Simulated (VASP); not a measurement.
VASP 6.6.1 run: BeSe

INCAR

```
ENCUT = 520
SIGMA = 0.1
LREAL = .FALSE.
ISMEAR = 0
IBRION = -1
PREC = Accurate
NELMDL = 0
ISIF = 2
ALGO = All
NSW = 0
EDIFF = 1E-7
NBANDS = 11
METAGGA = R2SCAN
LWAVE = .FALSE.
LCHARG = .FALSE.
NELM = 61
LASPH = .TRUE.
```

KPOINTS

```
KPOINTS created by Atomic Simulation Environment
0
Gamma
8 8 8
0 0 0
```

POSCAR

```
Be Se
 1.0000000000000000
     0.0000000000000000    2.5810353737346929    2.5810353737346929
     2.5810353737346929    0.0000000000000000    2.5810353737346929
     2.5810353737346929    2.5810353737346929    0.0000000000000000
 Be  Se
   1   1
Cartesian
  0.0000000000000000  0.0000000000000000 -0.0000000000000000
  1.2905176868673465  1.2905176868673465  1.2905176868673465
```

The recommended PBE PAW datasets give the neutral cell 8 valence electrons.

Command

```
mpirun -np 1 vasp_std
```

OSZICAR

```
N       E                     dE             d eps       ncg     rms           ort
DAV:   1     0.905982122953E+01    0.90598E+01   -0.42998E+03   319   0.703E+02
DAV:   2    -0.205836007882E+02   -0.29643E+02   -0.28210E+02   319   0.112E+02
DAV:   3    -0.218089271163E+02   -0.12253E+01   -0.12236E+01   319   0.229E+01
DAV:   4    -0.218137174108E+02   -0.47903E-02   -0.47898E-02   319   0.162E+00
DAV:   5    -0.218137312195E+02   -0.13809E-04   -0.13809E-04   319   0.909E-02
SDA:   6    -0.204508269651E+02    0.13629E+01   -0.13809E-04   319   0.200E+00   0.000E+00
CGA:   7    -0.205192027749E+02   -0.68376E-01   -0.68212E-01   319   0.157E-01   0.110E-02
CGA:   8    -0.205270599535E+02   -0.78572E-02   -0.78290E-02   319   0.266E-02   0.110E-03
CGA:   9    -0.205283538012E+02   -0.12938E-02   -0.12923E-02   319   0.501E-03   0.576E-05
CGA:  10    -0.205285814615E+02   -0.22766E-03   -0.22749E-03   319   0.520E-04   0.807E-06
CGA:  11    -0.205286024039E+02   -0.20942E-04   -0.20765E-04   319   0.401E-05   0.156E-05
CGA:  12    -0.205286040856E+02   -0.16818E-05   -0.16373E-05   319   0.431E-06   0.443E-06
SDA:  13    -0.205286042682E+02   -0.18251E-06   -0.17481E-06   319   0.710E-07   0.129E-06
SDA:  14    -0.205286042949E+02   -0.26702E-07   -0.25369E-07   319   0.171E-07   0.289E-07
   1 F= -.20528604E+02 E0= -.20528604E+02  d E =-.696728E-13
```

From OUTCAR

```
k-points           NKPTS =     29   k-points in BZ     NKDIM =     29   number of bands    NBANDS=     11

   NELECT =       8.0000    total number of electrons

   dimension x,y,z NGX =    28 NGY =   28 NGZ =   28
   dimension x,y,z NGXF=    56 NGYF=   56 NGZF=   56

  energy-cutoff  :      520.00
  volume of cell :       34.39
      direct lattice vectors                 reciprocal lattice vectors
     0.000000000  2.581035374  2.581035374    -0.193720708  0.193720708  0.193720708
     2.581035374  0.000000000  2.581035374     0.193720708 -0.193720708  0.193720708
     2.581035374  2.581035374  0.000000000     0.193720708  0.193720708 -0.193720708

 k-points in reciprocal lattice and weights: KPOINTS created by Atomic Simulation Env
   0.00000000  0.00000000  0.00000000       0.002
   0.12500000  0.00000000  0.00000000       0.016
   0.25000000  0.00000000  0.00000000       0.016
   0.37500000  0.00000000  0.00000000       0.016
   0.50000000  0.00000000  0.00000000       0.008
   0.12500000  0.12500000  0.00000000       0.012
   0.25000000  0.12500000  0.00000000       0.047
   0.37500000  0.12500000  0.00000000       0.047
   ...

 E-fermi :   3.4866

 k-point     1 :       0.0000    0.0000    0.0000
  band No.  band energies     occupation
      1     -11.2480      2.00000
      2       3.0144      2.00000
      3       3.0144      2.00000
      4       3.0144      2.00000
      5       8.0560      0.00000
      6       8.6074      0.00000
      7       8.6074      0.00000
      8       8.6074      0.00000
      9      15.9384      0.00000
     10      16.1306      0.00000
     11      16.1306      0.00000

 k-point     2 :       0.1250    0.0000    0.0000
  band No.  band energies     occupation
      1     -11.0889      2.00000
      2       1.7191      2.00000
      3       2.8069      2.00000
      4       2.8069      2.00000
      5       8.2216      0.00000
      6       8.9638      0.00000
      7       8.9638      0.00000
      8       9.7634      0.00000
      9      15.2366      0.00000
     10      15.2366      0.00000
     11      16.1494      0.00000

 k-point     3 :       0.2500    0.0000    0.0000
  band No.  band energies     occupation
      1     -10.6567      2.00000
      2      -0.4101      2.00000
      3       2.3924      2.00000
      4       2.3924      2.00000
      5       8.1004      0.00000
      6       9.5206      0.00000
      7       9.5206      0.00000
      8      12.0375      0.00000
      9      14.9343      0.00000
     10      14.9343      0.00000
     11      15.9713      0.00000

 k-point     4 :       0.3750    0.0000    0.0000
  band No.  band energies     occupation
      1     -10.1249      2.00000
      2      -2.1104      2.00000
      3       2.0571      2.00000
      4       2.0571      2.00000
      5       7.9729      0.00000
      6       9.6211      0.00000
      7       9.6211      0.00000
      8      13.5413      0.00000
      9      16.2787      0.00000
     10      16.2787      0.00000
     11      16.2906      0.00000

 k-point     5 :       0.5000    0.0000    0.0000
  band No.  band energies     occupation
      1      -9.8587      2.00000
      2      -2.7820      2.00000
      3       1.9344      2.00000
      4       1.9344      2.00000
      5       7.9231      0.00000
      6       9.5624      0.00000
      7       9.5624      0.00000
      8      13.7868      0.00000
      9      17.4744      0.00000
     10      18.1368      0.00000
     11      18.1394      0.00000

 ...

  Total        0.0563354      0.0563354      0.0563354      0.0000000     -0.0000000      0.0000000
  in kB        2.6247015      2.6247015      2.6247015      0.0000000     -0.0000000      0.0000000
  external PRESSURE =       2.6247015 kB  Pullay stress =       0.0000000 kB

 POSITION                                       TOTAL-FORCE (eV/Angst)
 -----------------------------------------------------------------------------------
      0.00000      0.00000      0.00000        -0.000000     -0.000000     -0.000000
      1.29052      1.29052      1.29052         0.000000      0.000000      0.000000
 -----------------------------------------------------------------------------------
    total drift:                                0.000000      0.000000      0.000000

  FREE ENERGIE OF THE ION-ELECTRON SYSTEM (eV)
  ---------------------------------------------------
  free  energy   TOTEN  =       -20.5286042949 eV

  energy  without entropy=      -20.5286042949  energy(sigma->0) =      -20.52860429
```

It converged. Results: gap between bands v and c on the k mesh 3.12 eV; least direct gap on the k mesh 5.04 eV; pressure 0.3 GPa. Band v is the last that the valence electrons fill when counted band by band, and c is the next.

For comparison, a separate r²SCAN run of the intended cell, on usual settings and not on those above, gives a gap of 3.12 eV on its mesh and a pressure of 0.3 GPa.

The run above took about 27 s on one core of a shared host (Intel Xeon 6975P-C) and held 0.17 GiB at most.
